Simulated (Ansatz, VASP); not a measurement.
MgS: VASP beside Ansatz

INCAR

```
  PREC = Accurate
  ENCUT = 520
  EDIFF = 1E-6
  ISMEAR = 0
  SIGMA = 0.1
  LREAL = False
  LASPH = True
  NELM = 100
  ALGO = Normal
  ISIF = 2
  LWAVE = False
  LCHARG = False
  NBANDS = 11
```

File KPOINTS:

```
regular mesh
0
Gamma
  6 6 6
```

Contents of POSCAR:

```
MgS
1.0
    0.0000000000      2.8300000000      2.8300000000
    2.8300000000      0.0000000000      2.8300000000
    2.8300000000      2.8300000000      0.0000000000
Mg S
1 1
Direct
    0.0000000000      0.0000000000      0.0000000000
    0.2500000000      0.2500000000      0.2500000000
```

Input for Ansatz:

```yaml
crystal:
  lattice:
    - [0.0, 2.83, 2.83]
    - [2.83, 0.0, 2.83]
    - [2.83, 2.83, 0.0]
  atoms:
    - { symbol: Mg, position: [0.0, 0.0, 0.0] }
    - { symbol: S, position: [0.25, 0.25, 0.25] }
basis:
  ecutwfc: 420
kpoints:
  mp_grid: { grid: [6, 6, 6] }
hamiltonian:
  xc: lda
  pseudopotentials: { kind: paw, azcp: { folder: soft_1 } }
scf:
  occupations: { method: gaussian, width: 0.1 }
output:
  forces: true
  stress: true
  eigenvalues: true
```

The cell was built by a generator and needn't be a form met in nature.

Alike in both runs: task single point; functional LDA; k mesh 6 × 6 × 6; occupations gaussian, width 0.1 eV; no spin polarisation.

|  | VASP | Ansatz |
| --- | --- | --- |
| version | VASP 6.6.1 | Ansatz 0.2.0 |
| potentials or method | VASP PAW LDA potentials, release 64 (Mg, S) | scalar-relativistic, plane waves, PAW |
| plane-wave cutoff (eV) | 520 | 420 |
| valence electrons in the cell | 8 | 16 |

|  | VASP | Ansatz | Ansatz less VASP |
| --- | --- | --- | --- |
| gap on the k mesh at the Fermi level (eV) | 3.20 | 3.19 | -0.011 |
| least direct gap on the mesh (eV) | 3.20 | 3.19 | -0.011 |
| pressure (GPa) | -2.4 | -2.0 | +0.34 |

The two sets of potentials don't hold the same shells in valence. Ansatz warned: «pseudo_functional_mismatch».

A k mesh can miss the band edges. LDA gaps usually lie below the measured ones, often by a third to a half.
